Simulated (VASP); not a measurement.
WS2, 3 atoms in the cell. The cell holds a slab with vacuum, 3 atoms: a = 3.057 Å, b = 3.057 Å, c = 16.534 Å, α = 90.00°, β = 90.00°, γ = 120.00°.  The cell isn't the ideal one: strained and moved within the space group.

- Program: VASP 6.6.1
- Task: single point
- Functional: PBE
- Potentials or basis: VASP PAW PBE potentials, release 64 (W_sv, S)
- Cutoff: 520 eV
- k mesh: 12 × 12 × 2
- Occupations: gaussian, width 0.02 eV
- Spin: no spin polarisation
- Dipole correction: no
- Further INCAR settings: ALGO = Normal; EDIFF = 1e-06; NBANDS = 20

Potentials or basis: VASP PAW PBE potentials, release 64 (W_sv, S).

Launch:

```bash
$ cat potpaw_PBE.64/W_sv/POTCAR potpaw_PBE.64/S/POTCAR > POTCAR
$ mpirun -np 1 vasp_std > vasp.out
```

Hardware: 1 thread of Intel(R) Xeon(R) Platinum 8559C (Emerald Rapids), with other jobs on the host.

Estimate the wall time of this run.

Wall time 92 s on 1 thread of Intel(R) Xeon(R) Platinum 8559C (Emerald Rapids) (shared host), peak memory 0.29 GiB. Counts: scf iterations 21, k points 38.
